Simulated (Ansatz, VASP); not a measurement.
InPd in VASP and in Ansatz

File INCAR:

```
PREC = Accurate
ENCUT = 520
EDIFF = 1E-7
ISMEAR = -1
SIGMA = 0.05
LREAL = False
LASPH = True
NELM = 100
ALGO = Fast
ISIF = 2
LWAVE = False
LCHARG = False
GGA = PE
NBANDS = 18
```

KPOINTS

```
regular mesh
0
Gamma
  8 8 8
```

The input POSCAR:

```
InPd
1.0
    3.2718847800      0.0000000000      0.0000000000
    0.0000000000      3.2718847800      0.0000000000
    0.0000000000      0.0000000000      3.2718847800
In Pd
1 1
Direct
   -0.0067690000      0.0003210000      0.0083760000
    0.4891010000      0.5068780000      0.4918490000
```

input.yaml

```yaml
crystal:
  lattice:
    - [3.27188478, 0.0, 0.0]
    - [0.0, 3.27188478, 0.0]
    - [0.0, 0.0, 3.27188478]
  atoms:
    - { symbol: In, position: [-0.006769, 0.000321, 0.008376] }
    - { symbol: Pd, position: [0.489101, 0.506878, 0.491849] }
kpoints:
  mp_grid: { grid: [8, 8, 8] }
scf:
  occupations: { method: fermi_dirac, width: 0.05 }
hamiltonian:
  xc: pbe
  pseudopotentials: { kind: all_electron, lapw: { basis_error: 0.001 } }
output:
  forces: true
  stress: true
  eigenvalues: true
  populations: true
```

Change from the starting cell: atoms moved at random, drawn with an rms of 0.05 Å.

Alike in both runs: task single point; functional PBE; k mesh 8 × 8 × 8; occupations fermi-dirac, width 0.05 eV; no spin polarisation.

|  | VASP | Ansatz |
| --- | --- | --- |
| version | VASP 6.6.1 | Ansatz 0.2.0 |
| potentials or method | VASP PAW PBE potentials, release 64 (In_d, Pd) | all-electron LAPW, scalar-relativistic |
| plane-wave cutoff (eV) | 520 | see its input |

VASP gave:

```
gap on the k mesh at the Fermi level (eV)       : none
pressure (GPa)                                  : 3.9
largest component of the traceless stress (GPa) : 0.11
rms of the force components (eV/Å)              : 0.146
```

Q: What did Ansatz give for the same quantities?

A: gap on the k mesh at the Fermi level (eV): none; pressure (GPa): 3.8; largest component of the traceless stress (GPa): 0.11; rms of the force components (eV/Å): 0.144.

Atom by atom the forces differ by 0.002 eV/Å (rms over components). A gap of «none» marks a metal or a gap that the smearing closes. Ansatz ran all-electron here, so the differences hold the error of VASP's frozen core and of both bases.
